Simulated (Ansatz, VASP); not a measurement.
**Two plane-wave programs on Mn3Si**

```xyz
4
Lattice="0.0000 2.9711 2.9711 2.9711 0.0000 2.9711 2.9711 2.9711 0.0000" Properties=species:S:1:pos:R:3 pbc="T T T"
Mn    2.9711    2.9711    2.9711
Mn    1.4856    1.4856    1.4856
Mn    4.4567    4.4567    4.4567
Si    0.0000    0.0000    0.0000
```

Alike in both runs: task single point; functional r2SCAN; k mesh 8 × 8 × 8; collinear spin.

```csv
,VASP,Ansatz
version,VASP 6.6.1,Ansatz 0.2.0
potentials or method,"VASP PAW PBE potentials, release 64 (Mn_pv, Si)","plane waves, PAW"
plane-wave cutoff (eV),520,550
occupations,"fermi-dirac, width 0.1 eV",fermi-dirac
valence electrons in the cell,43,49
```

Ansatz gave:

* pressure (GPa): -9.5
* net moment per atom (μB): 1.79
* size of the moment on the site where the two differ most (μB): 3.30

Which values does VASP return?

Pressure (GPa): -9.5; net moment per atom (μB): 1.80; size of the moment on the site where the two differ most (μB): 3.33.

Site moments also hang on the region over which each program counts them. The two sets of potentials don't hold the same shells in valence. Ansatz warned: «stability_check_not_made».

Caveats: the PAW data sets were made with another functional, which shifts forces and pressure a little (VASP).
